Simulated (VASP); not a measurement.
## AlN: single point with PBEsol

The system is AlN.

```
CELL_PARAMETERS angstrom
1.55698 -2.69669 0.00000
1.55698 2.69669 0.00000
0.00000 0.00000 4.51524
ATOMIC_POSITIONS crystal
Al 0.00000 0.00000 0.00704
Al 0.66667 0.33333 0.50704
N 0.00000 0.00000 0.41896
N 0.66666 0.33334 0.91896
```

The cell was built by a generator and needn't be a form met in nature.

- Program: VASP 6.6.1
- Task: single point
- Functional: PBEsol
- Potentials or basis: VASP PAW PBE potentials, release 64 (Al, N)
- Cutoff: 520 eV
- k mesh: 9 × 9 × 7
- Occupations: gaussian, width 0.01 eV
- Spin: no spin polarisation

```
Pressure               : 20.1 GPa
Largest force          : 0.006 eV/Å
Band gap on the k mesh : 4.22 eV, direct
```

Forces on the atoms (eV/Å):
```
Al   0.000  0.000 -0.006
Al   0.000  0.000 -0.006
N    0.000  0.000  0.006
N    0.000  0.000  0.006
```

Stress tensor (GPa, compression positive):
```
16.51  0.00  0.00
 0.00 16.51  0.00
 0.00  0.00 27.22
```

Levels at points of the mesh, in eV from the valence-band top:
```csv
k point,band 4,band 5,band 6,band 7,band 8,band 9,band 10,band 11,band 12,band 13
"(0.00, 0.00, 0.00)",-2.24,-2.24,-1.21,-1.21,0.00,4.22,5.91,10.01,10.01,11.35
```

Wall time 44 s on 1 thread of Intel(R) Xeon(R) Platinum 8375C CPU @ 2.90GHz (Ice Lake) (shared host), peak memory 0.18 GiB.

The gap isn't set beside the measured one, since this odd mesh misses points on the zone boundary.

Caveat: so large a pressure means that the cell lies far from this level's equilibrium, or that cutoff or potentials fall short; the potentials were made for another functional, which shifts forces and pressure; an odd mesh through Γ misses points on the zone boundary, where band edges often lie.
